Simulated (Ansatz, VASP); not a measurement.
## ZnO (zincite): VASP beside Ansatz

Aim: how closely do two programs agree when they are given the same cell, functional and k mesh?

Program: Ansatz 0.2.0. Level of theory: plane waves, with VASP 6.6.1 beside it; single point at PBE. Results are calculated unless marked as measured.

**1. Starting point**

It takes space group P6_3mc (No. 186, hexagonal). The conventional cell has a = 3.249 Å, b = 3.249 Å, c = 5.206 Å, α = 90.00°, β = 90.00°, γ = 120.00°. Nearest to Zn lie 4 O at 1.98 Å. O has 4 Zn at 1.98 Å nearest. Farther neighbours and most contacts between anions are not listed.

**2. Ansatz: single point, PBE**

Ansatz runs on its default PAW (the set named soft_2) files.

A single point gives forces, pressure and levels at one fixed geometry, so differences don't come from the geometry; what else differs is listed under the comparison.

Contents of input.yaml:

```yaml
crystal:
  lattice:
    - [3.249308, 0.0, 0.0]
    - [-1.624654, 2.8139832727, 0.0]
    - [0.0, 0.0, 5.205709]
  atoms:
    - { symbol: Zn, position: [0.6666666667, 0.3333333333, 0.9991540321] }
    - { symbol: Zn, position: [0.3333333333, 0.6666666667, 0.4991540321] }
    - { symbol: O, position: [0.3333333333, 0.6666666667, 0.8798559679] }
    - { symbol: O, position: [0.6666666667, 0.3333333333, 0.3798559679] }
hamiltonian:
  xc: pbe
  pseudopotentials: { kind: paw }
kpoints:
  mp_grid: { grid: [8, 8, 5] }
scf:
  occupations: { method: gaussian, width: 0.01 }
  n_extra_bands: 5
output:
  forces: true
  stress: true
  eigenvalues: true
```

Started as:

```console
> ansatz run input.yaml --threads 2 --pin off --max-ram 4608MiB --backend cpu --events-out ev --progress --plain --runs-dir out
```

Numbers of over 12 decimals in the logs are rounded to 6 here.

The log of the run:

```text
scf.n_extra_bands = 5 over 18 filled bands (N_el = 36.0): the run solves 23 bands
Engine: ansatz 0.2.0, aarch64-unknown-linux-gnu
Pseudopotentials: kind: paw
Pseudopotential: Zn, paw, valence charge 12, recommended cutoff 420 eV (normal), Zn.paw.azcp
Pseudopotential: O, paw, valence charge 6, recommended cutoff 420 eV (normal), O.paw.azcp
Functional definition: PBE
  parameter kappa = 0.804
  parameter beta = 0.066725
  exchange = pbe_x(kappa = kappa, mu = beta*pi^2/3)
  correlation = pbe_c(beta = beta)
Crystal: 4 atoms, lattice volume = 47.598 Å³
Basis set: ecut = 420 eV, 941 PW (Γ), exchange–correlation on 48×48×72 points (8 copies of the dense FFT grid, shifted against one another)
Bands: 23, of which v1, the nominal top of the filled ones, is band 18 counted from 1 (17 counted from 0)
Symmetry: 12 space group operations
Space group: P63mc (ITA 186), of the structure as read, at distance tolerance 3.6e-5 Å
k-points: 30 of 320 (time reversal used)
Non-local potential: Zn, projectors of the file, l = 0: 2, l = 1: 2, l = 2: 3, l = 3: 1
Non-local potential: O, projectors of the file, l = 0: 2, l = 1: 2, l = 2: 1
PAW form: soft (Blöchl's): semilocal exchange-correlation on the pseudo side does not see the compensation charge
PAW one-centre angular grid: Zn, 590 points (default); XC on 64 Gauss nodes
PAW one-centre angular grid: O, 110 points (default); XC on 64 Gauss nodes
Initial density: superposition of atomic densities (neutral atoms: chi_scale 0, normalization atom), corrected by the library's trained network
Initial wavefunctions: pseudopotential atomic-orbital guess
Functional: x = pbe(κ = 0.804, μ = 0.219515), c = pbe(β = 0.066725)
SCF iter   1: F=—  HF=-7773.665522 eV  |F-HF|=—  |Δ(HF+E_count)|=         —  Δρ=6.72e-4  dr2=6.64e-5  ethr=1.77e-3  ⟨swp⟩=6.0  Hψ=3199  notcnv=0
preconditioner: auto → Resta (q_TF=auto, 2.604 Å⁻¹)  ε∞=6.8  [insulator: Δε(μ)=0.806 eV  Ē_g=13.434 eV  σ=0.010 eV  W_gap=1.00  n_scr=22 (ndim 8)  ℏωp=32.3 eV  f_vac=0.035  D(μ)=0.00/eV (n_scr^D=0)  ε∞_Penn≈6.8]
SCF iter   2: F=—  HF=-7773.666717 eV  |F-HF|=—  |Δ(HF+E_count)|=   1.19e-3  Δρ=4.04e-4  dr2=2.64e-5  ethr=1.85e-7  ⟨swp⟩=2.9  Hψ=1830  notcnv=0  defer=30
SCF iter   3: F=—  HF=-7773.666797 eV  |F-HF|=—  |Δ(HF+E_count)|=   8.04e-5  Δρ=2.30e-4  dr2=1.13e-5  ethr=7.33e-8  ⟨swp⟩=2.0  Hψ=1146  notcnv=0  defer=30
SCF iter   4: F=—  HF=-7773.666838 eV  |F-HF|=—  |Δ(HF+E_count)|=   4.11e-5  Δρ=7.53e-5  dr2=1.88e-6  ethr=3.14e-8  ⟨swp⟩=2.0  Hψ=1192  notcnv=0  defer=30
SCF iter   5: F=—  HF=-7773.666839 eV  |F-HF|=—  |Δ(HF+E_count)|=   1.38e-6  Δρ=2.06e-5  dr2=1.64e-7  ethr=5.21e-9  ⟨swp⟩=2.0  Hψ=1148  notcnv=0  defer=30
SCF iter   6: F=-7773.666840 eV  HF=-7773.666840 eV  |F-HF|=7.23e-8  |Δ(HF+E_count)|=   1.48e-7  Δρ=1.04e-5  dr2=3.72e-8  ethr=2.78e-10  ⟨swp⟩=6.5  Hψ=3061  notcnv=0
SCF 1 converged in 6 iterations: F = -7773.666840 eV  dr2 = 3.72e-8
  greatest PAW one-centre occupation: 0.987 electrons in one spin orbital (limit 2), on the Zn atom at site 1 (counted from 0), in its partial waves of l = 2
SCF converged after 6 iterations
Free energy (F): -7773.666840 eV
Harris-Foulkes:  -7773.666840 eV  (|F-HF|=7.23e-8)
Internal energy: -7773.666840 eV  (E = F + TS)
E sigma→0 (E₀):  -7773.666840 eV
Fermi energy:    7.626457 eV
--- Per-component energies (eV) ---
  E_band       = 65.636198
  E_kinetic    = 611.973033
  E_local      = -4003.412856  (includes V_loc(G=0)·N_el)
  E_nonlocal   = 1335.435460
  E_hartree    = 1645.546805
  E_xc         = -420.046846
  E_vxc        = -289.984327  (∫ρ·V_xc dr)
  E_paw        = -3980.542171  (= ΣΔE_a)
  E_vpaw       = -879.473335  (= ΣTr[D̂ρ^β])
  E_aug_tail   = 0.004238  (compensation charges beyond the density's cutoff)
  E_ewald      = -2962.624504
  E_smearing   = -0.000000  (= −TS)
  E_closure    = 0.000000  (closes the sum)
  Σ components = -7773.666840   (vs F -7773.666840, Δ=0.00e0)
--- Forces (eV/Å), atoms counted from 1 ---
  atom   1  Zn    -0.00000000     0.00000000    -0.01130940
  atom   2  Zn     0.00000000    -0.00000000    -0.01130940
  atom   3  O     -0.00000000     0.00000000     0.01129516
  atom   4  O      0.00000000    -0.00000000     0.01129516
  max |Σ_I F_I| component: 2.85e-5 eV/Å
--- Stress (GPa, compression-positive) ---
        4.605535       0.000000       0.000000
        0.000000       4.605535      -0.000000
        0.000000       0.000000       5.488376
  P = ⅓ Tr σ = 4.8998 GPa (48.998 kbar)
--- Band table (eV; the first three rows and the last of 30) ---
  k-point 0: bands = [... 14 lower, 6.4288, 7.1395, 7.2247, 7.2247, 8.0282, 12.4443, 15.4810, 20.0970, ... 1 higher]
  k-point 1: bands = [... 14 lower, 6.5063, 6.5063, 7.1501, 7.1501, 8.8641, 12.1153, 15.7783, 20.0793, ... 1 higher]
  k-point 2: bands = [... 14 lower, 6.7081, 6.7081, 6.9542, 6.9542, 10.0903, 11.2527, 16.6676, 18.1578, ... 1 higher]
  k-point 29: bands = [... 14 lower, 4.4120, 4.9721, 5.8354, 6.0296, 14.3164, 14.6644, 15.4727, 15.9062, ... 1 higher]
```

The job ended after 3 s (2 threads of Arm Neoverse N1, shared host; peak memory 0.31 GiB; 5.6 s of CPU time).

The run ends at a pressure of 4.90 GPa, with forces up to 0.011 eV/Å.

**3. VASP: single point, PBE**

The same cell, functional, mesh and smearing now go to VASP, with its own data sets and cutoff.

Lines of VASP's logs that name or quote its potential files are left out, and so is its time.

Contents of INCAR:

```
SYSTEM = ZnO
PREC = Accurate
ENCUT = 520
EDIFF = 1E-07
NELM = 100
ISMEAR = 0
SIGMA = 0.01
LREAL = .FALSE.
ALGO = Normal
GGA = PE
NBANDS = 24
LORBIT = 11
LWAVE = .FALSE.
LCHARG = .FALSE.
KPAR = 2
```

Contents of POSCAR:

```
ZnO
1.0
    3.2493080000      0.0000000000      0.0000000000
   -1.6246540000      2.8139832727      0.0000000000
    0.0000000000      0.0000000000      5.2057090000
Zn O
2 2
Direct
    0.6666666667      0.3333333333      0.9991540321
    0.3333333333      0.6666666667      0.4991540321
    0.3333333333      0.6666666667      0.8798559679
    0.6666666667      0.3333333333      0.3798559679
```

Contents of KPOINTS:

```
Automatic mesh
0
Gamma
8 8 5
0 0 0
```

Potentials, in the order of the species: Zn and O (PBE family, release 64).

Started as:

```console
> mpirun -np 2 vasp_std
```

The log of the run:

```text
[banner, memory and clock lines left out]
running    2 mpi-ranks, on    1 nodes
 distrk:  each k-point on    1 cores,    2 groups
 distr:  one band on    1 cores,    1 groups

 POSCAR found type information on POSCAR ZnO
 POSCAR found :  2 types and       4 ions
 LDA part: xc-table for (Slater+PW92), standard interpolation
 POSCAR, INCAR and KPOINTS ok, starting setup
 FFT: planning ... GRIDC
 FFT: planning ... GRID_SOFT
 FFT: planning ... GRID
 WAVECAR not read
 entering main loop
       N       E                     dE             d eps       ncg     rms          rms(c)
DAV:   1     0.280785393501E+03    0.28079E+03   -0.18695E+04  1464   0.219E+03
DAV:   2     0.660787645211E+01   -0.27418E+03   -0.26077E+03  1560   0.422E+02
DAV:   3    -0.206469938526E+02   -0.27255E+02   -0.27037E+02  1640   0.139E+02
DAV:   4    -0.210621511877E+02   -0.41516E+00   -0.41493E+00  1656   0.182E+01
DAV:   5    -0.210646573400E+02   -0.25062E-02   -0.25061E-02  1672   0.136E+00    0.147E+01
DAV:   6    -0.176714733233E+02    0.33932E+01   -0.90386E+00  2504   0.666E+01    0.905E+00
DAV:   7    -0.178523793455E+02   -0.18091E+00   -0.27167E+00  1480   0.182E+01    0.537E+00
DAV:   8    -0.178669355525E+02   -0.14556E-01   -0.60456E-01  2176   0.779E+00    0.166E+00
DAV:   9    -0.178152848393E+02    0.51651E-01   -0.12534E-01  2184   0.663E+00    0.311E-01
DAV:  10    -0.178182673073E+02   -0.29825E-02   -0.43943E-02  1488   0.146E+00    0.145E-01
DAV:  11    -0.178182619768E+02    0.53305E-05   -0.98067E-04  1936   0.340E-01    0.291E-02
DAV:  12    -0.178183166328E+02   -0.54656E-04   -0.78873E-05  1752   0.106E-01    0.304E-02
DAV:  13    -0.178183124133E+02    0.42195E-05   -0.20218E-05  1864   0.896E-02    0.111E-02
DAV:  14    -0.178183113784E+02    0.10349E-05   -0.90280E-06  1704   0.360E-02    0.389E-03
DAV:  15    -0.178183109328E+02    0.44559E-06   -0.11983E-06  1896   0.109E-02    0.112E-03
DAV:  16    -0.178183108817E+02    0.51166E-07   -0.13617E-07   880   0.340E-03
   1 F= -.17818311E+02 E0= -.17818311E+02  d E =-.182920E-14
```

OUTCAR, selected parts (step 3):

```text
ion  position               nearest neighbor table
   1  0.667  0.333  0.999-   3 1.98   3 1.98   3 1.98   4 1.98
   2  0.333  0.667  0.499-   4 1.98   4 1.98   4 1.98   3 1.98
   3  0.333  0.667  0.880-   1 1.98   1 1.98   1 1.98   2 1.98
   4  0.667  0.333  0.380-   2 1.98   2 1.98   2 1.98   1 1.98

  LATTYP: Found a hexagonal cell.
 ALAT       =     3.2493080000
 C/A-ratio  =     1.6020977390

 Subroutine GETGRP returns: Found 12 space group operations
 (whereof  6 operations were pure point group operations)

The static configuration has the point symmetry C_3v.
 The point group associated with its full space group is C_6v.

 Found     30 irreducible k-points:

   k-points           NKPTS =     30   k-points in BZ     NKDIM =     30   number of bands    NBANDS=     24

   dimension x,y,z NGX =    24 NGY =   24 NGZ =   40
   dimension x,y,z NGXF=    48 NGYF=   48 NGZF=   80

   ENCUT  =  520.0 eV  38.22 Ry    6.18 a.u.   6.04  6.04  9.68*2*pi/ulx,y,z

   NELECT =      36.0000    total number of electrons

 k-points in reciprocal lattice and weights: Automatic mesh
   0.00000000  0.00000000  0.00000000       0.003
   0.12500000  0.00000000  0.00000000       0.019
   0.25000000  0.00000000  0.00000000       0.019
   0.37500000  0.00000000  0.00000000       0.019
   0.50000000  0.00000000  0.00000000       0.009
   0.12500000  0.12500000  0.00000000       0.019
   0.25000000  0.12500000  0.00000000       0.038
   0.37500000  0.12500000  0.00000000       0.038
   0.25000000  0.25000000  0.00000000       0.019
[...]
0.25000000  0.25000000  0.40000000       0.038
   0.37500000  0.25000000  0.40000000       0.038

 average (electrostatic) potential at core
       1 -35.8006       2 -35.8006       3 -73.1439       4 -73.1439

 E-fermi :   1.2538

 k-point     1 :       0.0000    0.0000    0.0000
  band No.  band energies     occupation
    ...
     14       0.4080      2.00000
     15       0.4080      2.00000
     16       1.1218      2.00000
     17       1.2051      2.00000
     18       1.2051      2.00000
     19       1.9924      0.00000
     20       6.4014      0.00000
     21       9.4569      0.00000
     22      14.0459      0.00000
     23      14.0459      0.00000
    ...

 k-point     2 :       0.1250    0.0000    0.0000
  band No.  band energies     occupation
    ...
     14      -0.1421      2.00000
     15       0.2016      2.00000
     16       0.4030      2.00000
     17       1.0178      2.00000
     18       1.0933      2.00000
     19       3.0035      0.00000
     20       7.0227      0.00000
     21       9.4455      0.00000
     22      12.6540      0.00000
     23      14.2011      0.00000
    ...

 k-point     3 :       0.2500    0.0000    0.0000
  band No.  band energies     occupation
    ...
     14      -1.2837      2.00000
     15      -0.5095      2.00000
     16      -0.2981      2.00000
     17       0.7000      2.00000
     18       0.8063      2.00000
     19       4.4637      0.00000
     20       8.2227      0.00000
     21       9.3698      0.00000
     22      10.8222      0.00000
     23      12.8165      0.00000
    ...

  Total        1.7126202      1.7126202      1.9715118      0.0000000      0.0000000      0.0000000
  in kB       57.6473511     57.6473511     66.3617288      0.0000000      0.0000000      0.0000000
  external PRESSURE =      60.5521436 kB  Pullay stress =       0.0000000 kB

  energy-cutoff  :      520.00
  volume of cell :       47.60
      direct lattice vectors                 reciprocal lattice vectors
     3.249308000  0.000000000  0.000000000     0.307757836  0.177684070  0.000000000
    -1.624654000  2.813983273  0.000000000     0.000000000  0.355368139  0.000000000
     0.000000000  0.000000000  5.205709000     0.000000000  0.000000000  0.192096792

 POSITION                                       TOTAL-FORCE (eV/Angst)
 -----------------------------------------------------------------------------------
      1.62465      0.93799      5.20131        -0.000000      0.000000     -0.012277
     -0.00000      1.87599      2.59845         0.000000      0.000000     -0.012277
     -0.00000      1.87599      4.58027        -0.000000      0.000000      0.012277
      1.62465      0.93799      1.97742         0.000000     -0.000000      0.012277
 -----------------------------------------------------------------------------------
    total drift:                                0.000000      0.000000     -0.002310

  FREE ENERGIE OF THE ION-ELECTRON SYSTEM (eV)
  ---------------------------------------------------
  free  energy   TOTEN  =       -17.8183108817 eV

  energy  without entropy=      -17.8183108817  energy(sigma->0) =      -17.81831088

 total charge
# of ion       s       p       d       tot
------------------------------------------
    1        0.457   0.488   9.904  10.849
    2        0.457   0.488   9.904  10.849
    3        1.550   3.459   0.000   5.009
    4        1.550   3.459   0.000   5.009
--------------------------------------------------
tot          4.014   7.894  19.808  31.716

[... 3 further parts left out ...]
```

The run ends at a pressure of 6.06 GPa, with forces up to 0.012 eV/Å.

**4. Differences**

Known differences besides the potentials themselves: the cutoff is 420 eV in Ansatz and 520 eV in VASP; VASP leaves aspherical gradient terms in its spheres out (LASPH is not set), Ansatz keeps them. Total energies have different zeros and are not compared.

Both answers:

```tsv
quantity	Ansatz	VASP	difference
pressure (GPa)	4.90	6.06	-1.16
pressure without Ansatz's Pulay correction (GPa)	4.16	6.06	-1.89
gap on the k mesh (eV)	0.804	0.787	+0.016
```

A gap on the mesh is an upper bound, since the band edges may lie between its points. Ansatz's pressure holds a Pulay correction of 0.74 GPa; VASP's holds none.

**5. Further runs**

Further runs change the set-up of one program: Ansatz's method, potentials or start, or VASP's data sets, cutoff or form of LDA. The table gives Ansatz less VASP for each quantity, since a change that brings one quantity closer may part another.

```tsv
run	r.m.s. force difference (meV/Å)	pressure (GPa)	gap on the k mesh (eV)
as above	0.56	-1.2	0.016
Ansatz's larger PAW set (cutoff 900 eV)	0.86	-1.2	0.032
norm-conserving potentials (cutoff 1240 eV)	0.36	-1.4	0.067
```

**6. What came out**

| Item | Value |
| --- | --- |
| difference in pressure (single point, PBE) | -1.2 GPa |

**Reading.** The difference in pressure is -1.2 GPa (single point, PBE), beyond the 1 GPa picked in this series as the mark of a large difference. Single point, PBE, Ansatz's larger PAW set (cutoff 900 eV): r.m.s. force difference goes from 0.56 to 0.86 meV/Å; the difference in gap on the k mesh goes from 0.016 to 0.032 eV. Single point, PBE, norm-conserving potentials (cutoff 1240 eV): r.m.s. force difference goes from 0.56 to 0.36 meV/Å; the difference in gap on the k mesh goes from 0.016 to 0.067 eV. 2 further runs of this series are not shown here. How closely two codes agree says nothing of how well the functional describes the real material.

[Lines on the potential files, build, host, timing and source positions are cut from VASP's logs without a mark.]

[Logs are printed without paths, hosts, clocks, repeated set-up lines and the standing remarks that a program may print on its own settings, such as how far it seeks lower states.]

[Hosts, paths, dates, database ids (printed as entryN), source tags and the programs' standing remarks are cut or masked in the printed files.]
